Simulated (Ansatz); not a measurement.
Time and memory for ZnS

```yaml
crystal:
  lattice:
    - [3.8067561406, 0.0, 0.0]
    - [-1.9033780703, 3.2967475238, 0.0]
    - [0.0, 0.0, 74.7914133]
  atoms:
    - { symbol: Zn, position: [0.0, 0.0, 0.70838383] }
    - { symbol: Zn, position: [0.6666666667, 0.3333333333, 0.79169751] }
    - { symbol: Zn, position: [0.0, 0.0, 0.33334889] }
    - { symbol: Zn, position: [0.3333333333, 0.6666666667, 0.41669235] }
    - { symbol: Zn, position: [0.0, 0.0, 0.08333566] }
    - { symbol: Zn, position: [0.6666666667, 0.3333333333, 0.20834229] }
    - { symbol: Zn, position: [0.0, 0.0, 0.83333995] }
    - { symbol: Zn, position: [0.0, 0.0, 0.91670694] }
    - { symbol: Zn, position: [0.3333333333, 0.6666666667, 0.12501918] }
    - { symbol: Zn, position: [0.0, 0.0, 0.16671319] }
    - { symbol: Zn, position: [0.3333333333, 0.6666666667, 0.58335563] }
    - { symbol: Zn, position: [0.6666666667, 0.3333333333, 0.66669263] }
    - { symbol: Zn, position: [0.6666666667, 0.3333333333, 0.04170767] }
    - { symbol: Zn, position: [0.0, 0.0, 0.45834061] }
    - { symbol: Zn, position: [0.3333333333, 0.6666666667, 0.75003317] }
    - { symbol: Zn, position: [0.6666666667, 0.3333333333, 0.29169723] }
    - { symbol: Zn, position: [0.6666666667, 0.3333333333, 0.37504863] }
    - { symbol: Zn, position: [0.6666666667, 0.3333333333, 0.95833228] }
    - { symbol: Zn, position: [0.3333333333, 0.6666666667, 0.87501662] }
    - { symbol: Zn, position: [0.0, 0.0, 0.54169651] }
    - { symbol: Zn, position: [0.0, 0.0, 0.62502995] }
    - { symbol: Zn, position: [0.3333333333, 0.6666666667, 1.311e-05] }
    - { symbol: Zn, position: [0.6666666667, 0.3333333333, 0.50002214] }
    - { symbol: Zn, position: [0.3333333333, 0.6666666667, 0.25002104] }
    - { symbol: S, position: [0.6666666667, 0.3333333333, 0.5312536] }
    - { symbol: S, position: [0.6666666667, 0.3333333333, 0.32286441] }
    - { symbol: S, position: [0.0, 0.0, 0.86451979] }
    - { symbol: S, position: [0.3333333333, 0.6666666667, 0.78123682] }
    - { symbol: S, position: [0.0, 0.0, 0.94788462] }
    - { symbol: S, position: [0.6666666667, 0.3333333333, 0.98951193] }
    - { symbol: S, position: [0.0, 0.0, 0.11452115] }
    - { symbol: S, position: [0.3333333333, 0.6666666667, 0.61458803] }
    - { symbol: S, position: [0.3333333333, 0.6666666667, 0.03125233] }
    - { symbol: S, position: [0.3333333333, 0.6666666667, 0.90625233] }
    - { symbol: S, position: [0.0, 0.0, 0.48952041] }
    - { symbol: S, position: [0.3333333333, 0.6666666667, 0.28126048] }
    - { symbol: S, position: [0.0, 0.0, 0.36458744] }
    - { symbol: S, position: [0.6666666667, 0.3333333333, 0.82289375] }
    - { symbol: S, position: [0.0, 0.0, 0.65619905] }
    - { symbol: S, position: [0.6666666667, 0.3333333333, 0.07289038] }
    - { symbol: S, position: [0.0, 0.0, 0.73956964] }
    - { symbol: S, position: [0.6666666667, 0.3333333333, 0.69793014] }
    - { symbol: S, position: [0.3333333333, 0.6666666667, 0.15626184] }
    - { symbol: S, position: [0.6666666667, 0.3333333333, 0.23953329] }
    - { symbol: S, position: [0.0, 0.0, 0.5728633] }
    - { symbol: S, position: [0.6666666667, 0.3333333333, 0.4062311] }
    - { symbol: S, position: [0.3333333333, 0.6666666667, 0.44788615] }
    - { symbol: S, position: [0.0, 0.0, 0.19790297] }
kpoints:
  mp_grid: { grid: [8, 8, 1] }
scf:
  occupations: { method: fermi_dirac, width: 0.02 }
hamiltonian:
  xc: pbe
  pseudopotentials: { kind: paw }
output:
  forces: true
  stress: true
  populations: true
  efg:
    quadrupole_moments_barn: { Zn: 0.122, S: -0.0694 }
    contact_densities: true
```

```sh
ansatz run input.yaml --threads 1 --pin off --max-ram 3072MiB --backend cpu --events-out ev --progress --plain --runs-dir out
```

It runs on 1 thread of Arm Neoverse V2 (aarch64; 8 cores open to the job, memory cap 3.0 GiB, no GPU), a shared host with a load of 0.4 a core.

(1) How much time and memory should be set aside?

Results:

(1) About 9.3 min of wall time (9.3 min of CPU time) and 2.6 GiB. The run holds 432 valence electrons in 264 bands, about 18345 plane waves a k-point and 10 irreducible k-points, and took 8 SCF iterations. Times on a shared host vary by tens of per cent.
